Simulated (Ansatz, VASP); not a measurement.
HfB2 in VASP and in Ansatz

Contents of INCAR:

```
PREC = Accurate
ENCUT = 520
EDIFF = 1E-6
ISMEAR = -1
SIGMA = 0.05
LREAL = F
LASPH = T
NELM = 100
ALGO = Normal
ISIF = 2
LWAVE = F
LCHARG = F
GGA = PS
NBANDS = 15
```

KPOINTS

```
Automatic mesh
0
Gamma
  10 10 8
```

File POSCAR:

```
HfB2
1.0
    3.1326790839      0.0000000000      0.0000000000
   -1.5663395419      2.7129796685      0.0000000000
    0.0000000000      0.0000000000      3.4792139900
Hf B
1 2
Direct
    0.0000000000      0.0000000000      0.0000000000
    0.3166666667      0.6583333333      0.5000000000
    0.6833333333      0.3416666667      0.5000000000
```

Input for Ansatz:

```yaml
crystal:
  lattice:
    - [3.1326790839, 0.0, 0.0]
    - [-1.5663395419, 2.7129796685, 0.0]
    - [0.0, 0.0, 3.47921399]
  atoms:
    - { symbol: Hf, position: [0.0, 0.0, 0.0] }
    - { symbol: B, position: [0.3166666667, 0.6583333333, 0.5] }
    - { symbol: B, position: [0.6833333333, 0.3416666667, 0.5] }
kpoints:
  mp_grid: { grid: [10, 10, 8] }
scf:
  occupations: { method: fermi_dirac, width: 0.05 }
hamiltonian:
  xc: pbesol
  pseudopotentials: { kind: all_electron, lapw: { basis_error: 0.001 } }
output:
  forces: true
  stress: true
  eigenvalues: true
  populations: true
```

Change from the starting cell: shortest bond scaled by 0.95, LAPW.

Alike in both runs: task single point; functional PBEsol; k mesh 10 × 10 × 8; occupations fermi-dirac, width 0.05 eV; no spin polarisation.

|  | VASP | Ansatz |
| --- | --- | --- |
| version | VASP 6.6.1 | Ansatz 0.2.0 |
| potentials or method | VASP PAW PBE potentials, release 64 (Hf_pv, B) | all-electron LAPW, scalar-relativistic |
| plane-wave cutoff (eV) | 520 | see its input |

```tsv
	VASP	Ansatz	Ansatz less VASP
pressure (GPa)	-2.5	-2.3	+0.16
largest component of the traceless stress (GPa)	1.97	2.10	+0.132
rms of the force components (eV/Å)	0.640	0.632	-0.0078
```

Atom by atom the forces differ by 0.008 eV/Å (rms over components). Ansatz ran all-electron here, so the differences hold the error of VASP's frozen core and of both bases.

Caveats: the PAW data sets were made with another functional, which shifts forces and pressure a little (VASP). The runs have no spin-orbit coupling, so splittings on Hf are missing.
